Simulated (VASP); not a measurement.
# Pb (Fm-3m) in VASP: RPA correlation energy with PBE

Aim: the RPA correlation energy of Pb with PBE.

Program: VASP 6.6.1. These are calculated values, not measurements. Logs are shortened: lines on timing, memory, paths and dates and some standing lists are left out, and cuts for length are marked.

## 1. The crystal as given

It takes space group Fm-3m (No. 225, cubic). Conventional cell: a = 4.935 Å, b = 4.935 Å, c = 4.935 Å, α = 90.00°, β = 90.00°, γ = 90.00°. Around Pb (site symmetry m-3m) lie 12 Pb at 3.49 Å.

## 2. RPA correlation energy, PBE

File POSCAR:

```
Pb
1.0
    0.0000000000      2.4673600000      2.4673600000
    2.4673600000      0.0000000000      2.4673600000
    2.4673600000      2.4673600000      0.0000000000
Pb
1
Direct
    0.0000000000      0.0000000000      0.0000000000
```

File INCAR.step1:

```
SYSTEM = Pb
ALGO = Fast
EDIFF = 1E-8
ENCUT = 450
GGA = PE
ISMEAR = 0
LASPH = .TRUE.
LCHARG = .FALSE.
LREAL = .FALSE.
LWAVE = .TRUE.
NELM = 100
PREC = Accurate
SIGMA = 0.05
```

File INCAR.step2:

```
SYSTEM = Pb
AEXX = 1.0
AGGAC = 0.0
ALDAC = 0.0
ALGO = EIGENVAL
EDIFF = 1E-8
ENCUT = 450
GGA = PE
ISMEAR = 0
ISTART = 1
LASPH = .TRUE.
LCHARG = .FALSE.
LHFCALC = .TRUE.
LREAL = .FALSE.
LWAVE = .FALSE.
NELM = 1
PREC = Accurate
PRECFOCK = Fast
SIGMA = 0.05
```

File INCAR.step3:

```
SYSTEM = Pb
ALGO = Exact
EDIFF = 1E-8
ENCUT = 450
GGA = PE
ISMEAR = 0
ISTART = 1
LASPH = .TRUE.
LCHARG = .FALSE.
LOPTICS = .TRUE.
LREAL = .FALSE.
LWAVE = .TRUE.
NBANDS = 660
NELM = 1
PREC = Accurate
SIGMA = 0.05
```

File INCAR.step4:

```
SYSTEM = Pb
ALGO = ACFDT
EDIFF = 1E-8
ENCUT = 450
ENCUTGW = 250
GGA = PE
ISMEAR = 0
ISTART = 1
LASPH = .TRUE.
LCHARG = .FALSE.
LREAL = .FALSE.
LWAVE = .FALSE.
NBANDS = 660
NELM = 100
NOMEGA = 12
PREC = Accurate
PRECFOCK = Fast
SIGMA = 0.05
```

File KPOINTS:

```
k-points
0
G
  6 6 6
  0 0 0
```

Potentials or basis: VASP PAW PBE potentials, release 64 (Pb_d_GW).

On the command line:

```bash
$ cat potpaw_PBE.64/Pb_d_GW/POTCAR > POTCAR
$ cp INCAR.step1 INCAR
$ mpirun -np 1 vasp_std > vasp.out
$ cp INCAR.step2 INCAR
$ mpirun -np 1 vasp_std > vasp.out
$ cp INCAR.step3 INCAR
$ mpirun -np 1 vasp_std > vasp.out
$ cp INCAR.step4 INCAR
$ mpirun -np 1 vasp_std > vasp.out
```

OUTCAR:

```text
SYSTEM = Pb
   EDIFF = 1E-8
   ENCUT = 450
   ENCUTGW = 250
   GGA = PE
   ISMEAR = 0
   ISTART = 1
   LASPH = .TRUE.
   LREAL = .FALSE.
   NELM = 100
   PREC = Accurate
   PRECFOCK = Fast

 ion  position               nearest neighbor table
   1  0.000  0.000  0.000-

  LATTYP: Found a face centered cubic cell.
 ALAT       =     4.9347200000

  Lattice vectors:

 A1 = (   0.0000000000,   2.4673600000,   2.4673600000)
 A2 = (   2.4673600000,   0.0000000000,   2.4673600000)
 A3 = (   2.4673600000,   2.4673600000,   0.0000000000)

Analysis of symmetry for initial positions (statically):
=====================================================================
 Subroutine PRICEL returns:
 Original cell was already a primitive cell.

 Routine SETGRP: Setting up the symmetry group for a
 face centered cubic supercell.

 Subroutine GETGRP returns: Found 48 space group operations
 (whereof 48 operations were pure point group operations)
 out of a pool of 48 trial point group operations.

The static configuration has the point symmetry O_h .

Analysis of symmetry for dynamics (positions and initial velocities):
=====================================================================
 Subroutine PRICEL returns:
 Original cell was already a primitive cell.

 Routine SETGRP: Setting up the symmetry group for a
 face centered cubic supercell.

 Subroutine GETGRP returns: Found 48 space group operations
 (whereof 48 operations were pure point group operations)
 out of a pool of 48 trial point group operations.

The dynamic configuration has the point symmetry O_h .

 Subroutine INISYM returns: Found 48 space group operations
 (whereof 48 operations are pure point group operations),
 and found     1 'primitive' translations

----------------------------------------------------------------------------------------

                                     Primitive cell

  volume of cell :      30.0419

  direct lattice vectors                    reciprocal lattice vectors
     0.000000000  2.467360000  2.467360000    -0.202645743  0.202645743  0.202645743
     2.467360000  0.000000000  2.467360000     0.202645743 -0.202645743  0.202645743
     2.467360000  2.467360000  0.000000000     0.202645743  0.202645743 -0.202645743

  length of vectors
     3.489373975  3.489373975  3.489373975     0.350992722  0.350992722  0.350992722

  position of ions in fractional coordinates (direct lattice)
     0.000000000  0.000000000  0.000000000

  ion indices of the primitive-cell ions
   primitive index   ion index
                 1           1

----------------------------------------------------------------------------------------

 KPOINTS: k-points

Automatic generation of k-mesh.
 Grid dimensions read from file:
 generate k-points for:    6    6    6

 Generating k-lattice:

  Cartesian coordinates                     Fractional coordinates (reciprocal lattice)
    -0.033774290  0.033774290  0.033774290     0.166666667  0.000000000  0.000000000
     0.033774290 -0.033774290  0.033774290     0.000000000  0.166666667  0.000000000
     0.033774290  0.033774290 -0.033774290     0.000000000  0.000000000  0.166666667

  Length of vectors
     0.058498787  0.058498787  0.058498787

  Shift w.r.t. Gamma in fractional coordinates (k-lattice)
     0.000000000  0.000000000  0.000000000

 Subroutine IBZKPT returns following result:
 ===========================================

 Found     16 irreducible k-points:

 Following reciprocal coordinates:
            Coordinates               Weight
  0.000000  0.000000  0.000000      1.000000
  0.166667  0.000000  0.000000      8.000000
  0.333333  0.000000  0.000000      8.000000
  0.500000  0.000000  0.000000      4.000000
  0.166667  0.166667  0.000000      6.000000
  0.333333  0.166667  0.000000     24.000000
[... 8 lines left out ...]
 -0.333333  0.333333  0.166667     24.000000
 -0.333333  0.500000  0.166667     12.000000
   k-points           NKPTS =     16   k-points in BZ     NKDIM =    216   number of bands    NBANDS=    660
   number of dos      NEDOS =    301   number of ions     NIONS =      1
   total plane-waves  NPLWV =  13824
   dimension x,y,z NGX =    24 NGY =   24 NGZ =   24
   dimension x,y,z NGXF=    48 NGYF=   48 NGZF=   48
   ions per type =               1
   NGX,Y,Z   is equivalent  to a cutoff of  11.43, 11.43, 11.43 a.u.
   NGXF,Y,Z  is equivalent  to a cutoff of  22.87, 22.87, 22.87 a.u.
 SYSTEM =  Pb
   PREC   = accura    normal or accurate (medium, high low for compatibility)
   ISTART =      1    job   : 0-new  1-cont  2-samecut
   ICHARG =      0    charge: 1-file 2-atom 10-const
   ISPIN  =      1    spin polarized calculation?
   LNONCOLLINEAR =      F non collinear calculations
   LSORBIT =      F    spin-orbit coupling
   LASPH  =      T    aspherical Exc in radial PAW
   ENCUT  =  450.0 eV  33.07 Ry    5.75 a.u.   6.04  6.04  6.04*2*pi/ulx,y,z
   NELM   =    100;   NELMIN=  2; NELMDL=  0     # of ELM steps
   EDIFF  = 0.1E-07   stopping-criterion for ELM
   LREAL  =      F    real-space projection
   EDIFFG = 0.1E-06   stopping-criterion for IOM
   NSW    =      0    number of steps for IOM
   IBRION =     -1    ionic relax: 0-MD 1-quasi-New 2-CG
   NFREE  =      0    steps in history (QN), initial steepest desc. (CG)
   ISIF   =      0    stress and relaxation
   ISYM   =      3    0-nonsym 1-usesym 2-fastsym
   POTIM  = 0.5000    time-step for ionic-motion
   TEBEG  =    0.0;   TEEND  =   0.0 temperature during run
   PSTRESS=    0.0 pullay stress
   NELECT =      16.0000    total number of electrons
   NUPDOWN=      -1.0000    fix difference up-down
   EMIN   =  10.00;   EMAX   =-10.00  energy-range for DOS
   EFERMI =   0.00;   METHOD = LEGACY
   ISMEAR =     0;   SIGMA  =   0.05  broadening in eV -4-tet -1-fermi 0-gaus
   EFERMI_NEDOS =   21; number of points for ismear=-14 and -15
   IALGO  =     38    algorithm
   IMIX   =      4    mixing-type and parameters
     AMIX     =   0.40;   BMIX     =  1.00
     AMIX_MAG =   1.60;   BMIX_MAG =  1.00
  volume/ion in A,a.u.               =      30.04       202.73
  Fermi-wavevector in a.u.,A,eV,Ry     =   1.327004  2.507674 23.959046  1.760940
  Thomas-Fermi vector in A             =   2.456349
   LORBIT       =      0    0 simple, 1 ext, 2 COOP (PROOUT), +10 PAW based schemes
   GGA     = PE    functional components
   LHFCALC =     T    Hartree Fock is set to
   PRECFOCK=fast      Normal, Fast or Accurate (Low or Medium for compatibility)
   ENCUT4O =  -1.0   cutoff for four orbital integrals eV
   NKREDX  =     1    reduce k-point grid by
   NKREDY  =     1    reduce k-point grid by
   NKREDZ  =     1    reduce k-point grid by
   AEXX    =    1.0000 exact exchange contribution
   HFSCREEN=    0.0000 screening length (either q_TF or 0.3 A-1)
   HFSCREENC=   0.0000 screening length for correlation (either q_TF or 0.3 A-1)
   ENCUTFOCK=  -1.0 apply spherical cutoff to Coloumb kernel
   IVDW    =     0    specifies the selected vdW correction
   LEPSILON=     F    determine dielectric tensor
   LRPA    =     F    only Hartree local field effects (RPA)
   LRPAFORCE           =     F    calculate RPA forces
   ENCUTGW             = 250.0    cutoff for response function in eV
   ENCUTGWSOFT         = 200.0    soft cutoff for Coulomb kernel in GW response function in eV
   ENCUTLF             =  -1.0    cutoff for local field effects
   NELMGW              =     1    number of iterations in solving QP/BSE equation
   NELMHF              =     1    number of iterations in the inner HF iteration
   NKREDLFX            =     1    NKREDLFY  =   1   NKREDLFZ  =   1
 non-spin polarized calculation
 Gauss-broadening in eV      SIGMA  =   0.05
  energy-cutoff  :      450.00
  volume of cell :       30.04
 maximum number of plane-waves:       660
  NGX = 14; NGY = 14; NGZ = 14
   NGX = 13   NGY = 13   NGZ = 13
 maximum number of plane-waves:       283

      cutoff energy     smooth cutoff   RPA   correlation   Hartree contr. to MP2
---------------------------------------------------------------------------------
            250.000           200.000      -17.6629575441      -35.0444304319
            238.095           190.476      -17.5916535883      -34.9677227321
            226.757           181.406      -17.5169982219      -34.8872108182
            215.959           172.768      -17.4385234288      -34.8023403295
            205.676           164.541      -17.3563078540      -34.7131325011
            195.882           156.705      -17.2698076481      -34.6188964516
            186.554           149.243      -17.1789062363      -34.5193289725
            177.670           142.136      -17.0829579052      -34.4134972535
  linear regression
  converged value                          -18.5219745176      -35.9797319263
```

It took 47 min on 1 thread of Intel Xeon 6975P-C (Granite Rapids), shared host; peak memory 1.8 GiB.

What came out:

- Band gap on the k mesh, mean-field level: none (metal or under the smearing width)
- RPA correlation energy: -18.522 eV/atom
- RPA total energy per cell: -24.432 eV
- RPA correlation energy per cell: -18.522 eV

Levels at points of the mesh, in eV from the Fermi level:
```
           k point  band 6  band 7  band 8  band 9  band 10  band 11
(0.00, 0.00, 0.00)  -17.06  -12.00    7.31    7.31     7.31     9.58
(0.50, 0.00, 0.00)  -16.91   -8.31   -4.43    5.46     5.46     9.07
(0.50, 0.50, 0.00)  -16.88   -6.88   -3.49    1.88     1.88     5.25
```

Caveat: the k mesh is coarse (spacing up to 0.37 Å⁻¹), so the values aren't converged; the ground state has no gap, which makes the many-body step unreliable. The run has no spin-orbit coupling, so splittings on Pb are missing.
